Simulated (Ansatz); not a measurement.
# diamond against fcc along group 14

Method: DFT, LDA (PW92), plane waves (420 eV) with PAW, scalar-relativistic in Ansatz. (PAW data from PBE, frozen cores regenerated.)

Each structure is relaxed within its symmetry, in the lowest magnetic state of the tried starts. Differences under about 8 meV lie within the error of the k-point mesh.

```
element  E(diamond) − E(fcc) (meV/atom)  V(diamond) (Å³/atom)  V(fcc) (Å³/atom)   state of diamond       state of fcc
      C                           -4625                  5.51              6.86  spin not included  spin not included
     Si                               ?                     ?                 ?                  ?                  ?
     Ge                            -312                 22.30             18.11  spin not included  spin not included
     Pb                             311                 39.78             28.97  spin not included  spin not included
```

(1) Fill in the row of Si.

## Answers

(1) E(diamond) − E(fcc) (meV/atom): -448; V(diamond) (Å³/atom): 19.72; V(fcc) (Å³/atom): 13.88; state of diamond: spin not included; state of fcc: spin not included.
